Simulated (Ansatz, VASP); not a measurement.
Two plane-wave programs on Rh

```
Rh
1.0
     2.73139    0.00000    0.00000
    -1.36570    2.36545    0.00000
     0.00000    0.00000    4.38854
Rh
2
Direct
  0.66667 0.33333 0.75000
  0.33333 0.66667 0.25000
```

Alike in both runs: functional r2SCAN; k mesh 18 × 18 × 10; occupations gaussian, width 0.1 eV; no spin polarisation.

Ansatz relaxed the structure, and its values are those at the end. VASP's run is a single point on that final structure, the one shown.

```csv
,VASP,Ansatz
version,VASP 6.6.1,Ansatz 0.2.0
potentials or method,"VASP PAW PBE potentials, release 64 (Rh_pv)","scalar-relativistic, plane waves, PAW"
plane-wave cutoff (eV),520,500
valence electrons in the cell,30,34
```

```csv
,VASP,Ansatz,Ansatz less VASP
gap on the k mesh at the Fermi level (eV),none,none,-
pressure (GPa),-6.6,-7.7,-1.05
```

A gap of «none» marks a metal or a gap that the smearing closes. The functional is the same, so the differences come from potentials, cutoffs and numerics. The two sets of potentials don't hold the same shells in valence.

Caveats: the PAW data sets were made with another functional, which shifts forces and pressure a little (VASP).
